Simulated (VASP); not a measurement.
# Al (Fm-3m) in VASP: further runs, part 2 of 2

VASP 6.6.1.

**5. Single point, PBE (grid = ENCUT=400 dk=0.35 cell=2x2x2 ISMEAR=1 SIGMA=0.1 LREAL=Auto EDIFF=1e-06)**

The input, INCAR:

```
SYSTEM = Al7Cu
  PREC = Accurate
  ENCUT = 400
  EDIFF = 1E-6
  ISMEAR = 1
  SIGMA = 0.1
  LREAL = Auto
  LASPH = .TRUE.
  NELM = 120
  ALGO = Fast
  ISIF = 2
  LWAVE = .FALSE.
  LCHARG = .FALSE.
  GGA = PE
  NBANDS = 24
```

The input, KPOINTS:

```
Automatic mesh
0
G
  4 4 4
  0 0 0
```

The input, POSCAR:

```
Al7Cu
1.0
    0.0000000000      4.0496100000      4.0496100000
    4.0496100000      0.0000000000      4.0496100000
    4.0496100000      4.0496100000      0.0000000000
Cu Al
1 7
Direct
    0.0000000000      0.0000000000      0.0000000000
    0.0000000000      0.0000000000      0.5000000000
    0.0000000000      0.5000000000      0.0000000000
    0.0000000000      0.5000000000      0.5000000000
    0.5000000000      0.0000000000      0.0000000000
    0.5000000000      0.0000000000      0.5000000000
    0.5000000000      0.5000000000      0.0000000000
    0.5000000000      0.5000000000      0.5000000000
```

Potentials or basis: VASP PAW PBE potentials, release 64 (Cu, Al).

On the command line:

```console
> cat potpaw_PBE.64/Cu/POTCAR potpaw_PBE.64/Al/POTCAR > POTCAR
> mpirun -np 1 vasp_std > vasp.out
```

OUTCAR:

```text
SYSTEM = Al7Cu
   PREC = Accurate
   ENCUT = 400
   EDIFF = 1E-6
   ISMEAR = 1
   LREAL = Auto
   LASPH = .TRUE.
   NELM = 120
   ISIF = 2
   GGA = PE

 Found      8 irreducible k-points:

 Following reciprocal coordinates:
            Coordinates               Weight
  0.000000  0.000000  0.000000      1.000000
  0.250000  0.000000  0.000000      8.000000
  0.500000  0.000000  0.000000      4.000000
  0.250000  0.250000  0.000000      6.000000
  0.500000  0.250000  0.000000     24.000000
 -0.250000  0.250000  0.000000     12.000000
   k-points           NKPTS =      8   k-points in BZ     NKDIM =      8   number of bands    NBANDS=     24
   number of dos      NEDOS =    301   number of ions     NIONS =      8
   total plane-waves  NPLWV =  64000
   dimension x,y,z NGX =    40 NGY =   40 NGZ =   40
   dimension x,y,z NGXF=    80 NGYF=   80 NGZF=   80
   ions per type =               1   7
   NGX,Y,Z   is equivalent  to a cutoff of  11.61, 11.61, 11.61 a.u.
   NGXF,Y,Z  is equivalent  to a cutoff of  23.22, 23.22, 23.22 a.u.
 SYSTEM =  Al7Cu
   PREC   = accura    normal or accurate (medium, high low for compatibility)
   ISTART =      0    job   : 0-new  1-cont  2-samecut
[... 67 lines left out ...]
      1      -3.2123      2.00000
      2       2.8248      2.00000
      3       2.8248      2.00000
      4       2.8248      2.00000
      5       3.0233      2.00000
      6       3.4050      2.00000
[... 151 lines left out ...]
     23      11.4642      0.00000
     24      11.8525      0.00000

 [... further k-points ...]

------------------------ aborting loop because EDIFF is reached ----------------------------------------

  FORCE on cell =-STRESS in cart. coord.  units (eV):
  Direction    XX          YY          ZZ          XY          YZ          ZX
  --------------------------------------------------------------------------------------
  -------------------------------------------------------------------------------------
  Total       -3.4505881     -3.4505881     -3.4505881     -0.0000000      0.0000000      0.0000000
  in kB      -41.6230693    -41.6230693    -41.6230693     -0.0000000      0.0000000      0.0000000
  external PRESSURE =     -41.6230693 kB  Pullay stress =       0.0000000 kB

 VOLUME and BASIS-vectors are now :
 -----------------------------------------------------------------------------
  energy-cutoff  :      400.00
  volume of cell :      132.82
      direct lattice vectors                 reciprocal lattice vectors
     0.000000000  4.049610000  4.049610000    -0.123468680  0.123468680  0.123468680
     4.049610000  0.000000000  4.049610000     0.123468680 -0.123468680  0.123468680
     4.049610000  4.049610000  0.000000000     0.123468680  0.123468680 -0.123468680

 POSITION                                       TOTAL-FORCE (eV/Angst)
 -----------------------------------------------------------------------------------
      0.00000      0.00000      0.00000         0.000000     -0.000000      0.000000
      2.02481      2.02481      0.00000        -0.000000      0.000000      0.000000
      2.02481      0.00000      2.02481        -0.000000     -0.000000     -0.000000
      4.04961      2.02481      2.02481         0.000000     -0.000000      0.000000
      0.00000      2.02481      2.02481         0.000000     -0.000000     -0.000000
      2.02481      4.04961      2.02481         0.000000     -0.000000      0.000000
      2.02481      2.02481      4.04961         0.000000     -0.000000      0.000000
      4.04961      4.04961      4.04961        -0.000000     -0.000000     -0.000000
 -----------------------------------------------------------------------------------
    total drift:                                0.000000     -0.000000     -0.000000

  FREE ENERGIE OF THE ION-ELECTRON SYSTEM (eV)
  ---------------------------------------------------
  free  energy   TOTEN  =       -29.7331375547 eV

  energy  without entropy=      -29.7343261620  energy(sigma->0) =      -29.73353376
```

OSZICAR:

```text
N       E                     dE             d eps       ncg     rms          rms(c)
DAV:   1     0.968502314454E+02    0.96850E+02   -0.99606E+03   384   0.962E+02
DAV:   2    -0.256453008858E+02   -0.12250E+03   -0.10916E+03   416   0.193E+02
DAV:   3    -0.330315446739E+02   -0.73862E+01   -0.69368E+01   528   0.484E+01
[... 13 lines left out ...]
RMM:  17    -0.297332961047E+02   -0.90967E-04   -0.97872E-05   474   0.968E-02    0.109E-01
RMM:  18    -0.297331415541E+02    0.15455E-03   -0.33861E-04   490   0.204E-01    0.221E-02
RMM:  19    -0.297331379889E+02    0.35652E-05   -0.20536E-05   436   0.340E-02    0.939E-03
RMM:  20    -0.297331372037E+02    0.78516E-06   -0.12190E-05   432   0.172E-02    0.471E-03
RMM:  21    -0.297331375547E+02   -0.35092E-06   -0.27350E-06   330   0.168E-02
   1 F= -.29733138E+02 E0= -.29733534E+02  d E =0.118861E-02
```

stdout:

```text
POSCAR found type information on POSCAR CuAl
 POSCAR found :  2 types and       8 ions
 scaLAPACK will be used
 -----------------------------------------------------------------------------
|                                                                             |
|                                                                             |
|     You have a (more or less) 'small supercell' and for smaller cells       |
|     it is recommended to use the reciprocal-space projection scheme!        |
|     The real-space optimization is not efficient for small cells and it     |
|     is also less accurate ...                                               |
|     Therefore, set LREAL=.FALSE. in the INCAR file.                         |
|                                                                             |
 -----------------------------------------------------------------------------

 LDA part: xc-table for (Slater+PW92), standard interpolation
 POSCAR, INCAR and KPOINTS ok, starting setup
 FFT: planning ... GRIDC
 FFT: planning ... GRID_SOFT
 FFT: planning ... GRID
 WAVECAR not read
 entering main loop
```

Run time: 90 s. Hardware: 1 thread of Intel Xeon Platinum 8375C at 2.90GHz (Ice Lake), shared host; peak memory 0.22 GiB.

The run converged, but some of its settings lie outside the range that counts as converged, so its numbers aren't taken as properties of the crystal.

Results:

| Quantity | Value |
| --- | --- |
| Free energy | -29.7331 eV |
| Pressure | -4.2 GPa |
| Band gap on the k mesh | none (metal or under the smearing width) |

**6. Single point, PBE (grid = ENCUT=460 dk=0.35 cell=2x2x2 ISMEAR=1 SIGMA=0.1 LREAL=Auto EDIFF=1e-06)**

Edit INCAR of step 5 so:

```diff
@@ -2,3 +2,3 @@
   PREC = Accurate
-  ENCUT = 400
+  ENCUT = 460
   EDIFF = 1E-6
```

KPOINTS is that of step 5.

POSCAR is that of step 5.

Potentials or basis: VASP PAW PBE potentials, release 64 (Cu, Al).

On the command line:

```console
> cat potpaw_PBE.64/Cu/POTCAR potpaw_PBE.64/Al/POTCAR > POTCAR
> mpirun -np 1 vasp_std > vasp.out
```

OUTCAR:

```text
SYSTEM = Al7Cu
   PREC = Accurate
   ENCUT = 460
   EDIFF = 1E-6
   ISMEAR = 1
   LREAL = Auto
   LASPH = .TRUE.
   NELM = 120
   ISIF = 2
   GGA = PE

 Found      8 irreducible k-points:

 Following reciprocal coordinates:
            Coordinates               Weight
  0.000000  0.000000  0.000000      1.000000
  0.250000  0.000000  0.000000      8.000000
  0.500000  0.000000  0.000000      4.000000
  0.250000  0.250000  0.000000      6.000000
[... 246 lines left out ...]
  -------------------------------------------------------------------------------------
  Total       -3.4992568     -3.4992568     -3.4992568      0.0000000      0.0000000     -0.0000000
  in kB      -42.2101409    -42.2101409    -42.2101409      0.0000000      0.0000000     -0.0000000
  external PRESSURE =     -42.2101409 kB  Pullay stress =       0.0000000 kB

 VOLUME and BASIS-vectors are now :
 -----------------------------------------------------------------------------
  energy-cutoff  :      460.00
  volume of cell :      132.82
      direct lattice vectors                 reciprocal lattice vectors
     0.000000000  4.049610000  4.049610000    -0.123468680  0.123468680  0.123468680
     4.049610000  0.000000000  4.049610000     0.123468680 -0.123468680  0.123468680
     4.049610000  4.049610000  0.000000000     0.123468680  0.123468680 -0.123468680

 POSITION                                       TOTAL-FORCE (eV/Angst)
 -----------------------------------------------------------------------------------
      0.00000      0.00000      0.00000        -0.000000     -0.000000     -0.000000
      2.02481      2.02481      0.00000         0.000000      0.000000      0.000000
      2.02481      0.00000      2.02481        -0.000000     -0.000000      0.000000
      4.04961      2.02481      2.02481        -0.000000      0.000000      0.000000
      0.00000      2.02481      2.02481        -0.000000      0.000000     -0.000000
      2.02481      4.04961      2.02481        -0.000000      0.000000     -0.000000
      2.02481      2.02481      4.04961         0.000000     -0.000000      0.000000
      4.04961      4.04961      4.04961        -0.000000      0.000000     -0.000000
 -----------------------------------------------------------------------------------
    total drift:                                0.000000     -0.000000     -0.000000

  FREE ENERGIE OF THE ION-ELECTRON SYSTEM (eV)
  ---------------------------------------------------
  free  energy   TOTEN  =       -29.7346209501 eV

  energy  without entropy=      -29.7358202421  energy(sigma->0) =      -29.73502071
```

stdout:

```text
POSCAR found type information on POSCAR CuAl
 POSCAR found :  2 types and       8 ions
 scaLAPACK will be used
 -----------------------------------------------------------------------------
|                                                                             |
|                                                                             |
|     You have a (more or less) 'small supercell' and for smaller cells       |
|     it is recommended to use the reciprocal-space projection scheme!        |
|     The real-space optimization is not efficient for small cells and it     |
|     is also less accurate ...                                               |
|     Therefore, set LREAL=.FALSE. in the INCAR file.                         |
|                                                                             |
 -----------------------------------------------------------------------------

 LDA part: xc-table for (Slater+PW92), standard interpolation
 POSCAR, INCAR and KPOINTS ok, starting setup
 FFT: planning ... GRIDC
 FFT: planning ... GRID_SOFT
 FFT: planning ... GRID
 WAVECAR not read
 entering main loop
```

Wall time 74 s (1 thread of Intel Xeon Platinum 8375C at 2.90GHz (Ice Lake), shared host); peak memory 0.23 GiB.

These settings aren't checked as converged: the numbers below hold their error.

Results:

| Quantity | Value |
| --- | --- |
| Free energy | -29.7346 eV |
| Pressure | -4.2 GPa |
| Band gap on the k mesh | none (metal or under the smearing width) |

**7. The reference run**

An earlier run on the cell as given: functional PBE; potentials or basis VASP PAW PBE potentials, release 64 (Al); cutoff 520 eV; k mesh 11 × 11 × 11; occupations fermi-dirac, width 0.05 eV; no spin polarisation.

- Pressure: -0.5 GPa
- Band gap on the k mesh: none (metal or under the smearing width)
